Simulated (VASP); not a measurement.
Crystal: ZnS (Wurtzite-2H).

```
CELL_PARAMETERS angstrom
3.81100 0.00000 0.00000
-1.90550 3.30042 0.00000
0.00000 0.00000 6.23400
ATOMIC_POSITIONS crystal
Zn 0.66667 0.33333 0.50000
Zn 0.33333 0.66667 0.00000
S 0.66667 0.33333 0.88500
S 0.33333 0.66667 0.38500
```

* Program: VASP 6.6.1
* Task: relaxation of cell and atoms
* Functional: PBE
* Dispersion: D4
* Potentials or basis: VASP PAW PBE potentials, release 64 (Zn, S)
* Cutoff: 600 eV
* k mesh: 8 × 8 × 5
* Occupations: fermi-dirac, width 0.05 eV
* Spin: no spin polarisation

At the start: pressure -0.5 GPa; volume 19.60 Å³/atom.

Question: How do energy, volume and symmetry change on relaxing?

Answer: Over 8 steps the energy falls by 5.6 meV/atom and the volume is 19.52 Å³/atom (-0.4 %); space group P6_3mc (No. 186, to 0.05 Å).

The path:
| step | energy change (eV) | largest force (eV/Å) | pressure (GPa) | volume (Å³) |
| --- | --- | --- | --- | --- |
| 1 | 0.0000 | 0.3261 | -0.50 | 78.41 |
| 2 | -0.0162 | 0.1064 | 0.30 | 77.72 |
| 3 | -0.0163 | 0.0820 | 0.31 | 77.66 |
| 4 | -0.0198 | 0.0384 | 0.09 | 77.98 |
| 5 | -0.0214 | 0.0199 | -0.34 | 78.41 |
| 6 | -0.0225 | 0.0137 | -0.05 | 77.98 |
| 7 | -0.0226 | 0.0106 | 0.00 | 78.05 |
| 8 | -0.0226 | 0.0085 | 0.02 | 78.07 |

Final structure:
```
Zn S
1.0
     3.79996    0.00000    0.00000
    -1.89998    3.29086    0.00000
     0.00000    0.00000    6.24283
Zn S
2 2
Direct
  0.66667 0.33333 0.50548
  0.33333 0.66667 0.00548
  0.66667 0.33333 0.87952
  0.33333 0.66667 0.37952
```
